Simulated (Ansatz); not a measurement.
Set up this calculation in Ansatz 0.2.0, as the native input.

```yaml
Task: single point
Functional: PBEsol
Potentials_or_basis: all-electron LAPW, scalar-relativistic
Cutoff: 362 eV (chosen from the basis error)
Basis_error_allowed: 0.001 eV/atom
k_mesh: 11 × 11 × 11
Occupations: fermi-dirac, width 0.05 eV
Spin: collinear spin, ferromagnetic start
Starting_moments: "[2.0, 0.0] μB"
```

Crystal: CoO.

```xyz
2
Lattice="1.5055 0.8692 2.4399 -1.5055 0.8692 2.4399 0.0000 -1.7384 2.4399" Properties=species:S:1:pos:R:3 pbc="T T T"
Co    0.0000    0.0000    0.0000
O     0.0000    0.0000    3.6599
```

The cell is a database's computed one.

These files were run (other wordings do the same):

input.yaml

```yaml
crystal:
  lattice:
    - [1.5054695445, 0.8691832468, 2.4399269062]
    - [-1.5054695445, 0.8691832468, 2.4399269062]
    - [0.0, -1.7383664936, 2.4399269062]
  atoms:
    - { symbol: Co, position: [0.0, 0.0, 0.0], spin: 2.0 }
    - { symbol: O, position: [0.5, 0.5, 0.5] }
kpoints:
  mp_grid: { grid: [11, 11, 11] }
scf:
  occupations: { method: fermi_dirac, width: 0.05 }
hamiltonian:
  xc: pbesol
  pseudopotentials: { kind: all_electron, lapw: { basis_error: 0.001 } }
magnetization:
  spin_polarized: true
output:
  forces: true
  stress: true
  eigenvalues: true
  populations: true
```

Potentials or basis: all-electron LAPW, scalar-relativistic.

Launch:

```console
$ ansatz run input.yaml --threads 2 --pin off --max-ram 6144MiB --backend cpu --events-out ev --progress --plain --runs-dir out
```

It gave:

```
Pressure               : -9.2 GPa
Band gap on the k mesh : none (metal or under the smearing width)
Net moment             : 2.94 μB per cell
Absolute moment        : 2.95 μB per cell
Site moments           : Co +2.58; O +0.33 μB
Loewdin charges        : Co +1.10; O -0.97 e
```

Caveat: the atomic charges don't sum to the cell's charge; a cell with one magnetic atom can't hold antiferromagnetic order, which such compounds often take; semilocal functionals often make such compounds metallic where correlation or magnetic order opens a gap, which also shifts bond lengths.

Run time: 24 s on 2 threads of Arm Neoverse V2 (shared host), peak memory 0.65 GiB.
